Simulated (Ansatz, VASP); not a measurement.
## Two plane-wave programs on CdS (Hawleyite)

```xyz
2
Lattice="2.8639 2.8639 0.0000 -2.8639 2.8639 0.0000 0.0000 2.8639 2.8998" Properties=species:S:1:pos:R:3 pbc="T T T"
Cd    0.0000    0.0000    0.0000
S     1.4319    4.2958    1.4499
```

Change from the starting cell: in-plane strain -0.005, out-of-plane length and atoms relaxed by PAW.

Alike in both runs: functional LDA; k mesh 8 × 8 × 8; no spin polarisation.

Ansatz relaxed the structure, and its values are those at the end. VASP's run is a single point on that final structure, the one shown.

|  | VASP | Ansatz |
| --- | --- | --- |
| version | VASP 6.6.1 | Ansatz 0.2.0 |
| potentials or method | VASP PAW LDA potentials, release 64 (Cd, S) | PAW with Ansatz's default frozen-core files, scalar-relativistic |
| plane-wave cutoff (eV) | 520 | 420 |
| occupations | gaussian, width 0.01 eV | fixed |
| valence electrons in the cell | 18 | 26 |

Ansatz gave:

| Quantity | Value |
| --- | --- |
| pressure (GPa) | 0.2 |

Question: What did VASP give for the same quantities?

Answer: Pressure (GPa): 0.7.

The two sets of potentials don't hold the same shells in valence.
